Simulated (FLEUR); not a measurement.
The system is AgBr.

```
Ag Br
1.0
     0.00000    2.87015    2.87015
     2.87015    0.00000    2.87015
     2.87015    2.87015    0.00000
Ag Br
1 1
Direct
  0.00000 0.00000 0.00000
  0.50000 0.50000 0.50000
```

Base run:

```yaml
Program: FLEUR MaX-R8.1 (later development tree)
Functional: LDA
Potentials_or_basis: all-electron
Basis: FLAPW
Kmax: 4.24 1/bohr
k_mesh: 8 × 8 × 8
Occupations: fermi-dirac, width 0.05 eV
Spin: no spin polarisation
```

Its results: band gap on the k mesh 0.38 eV, indirect (least direct gap 2.31 eV).

**Question.** The run is repeated on the same cell with these changes: functional from LDA to PBEsol. What comes out?

**Answer.** Band gap on the k mesh 0.50 eV, indirect (least direct gap 2.45 eV).
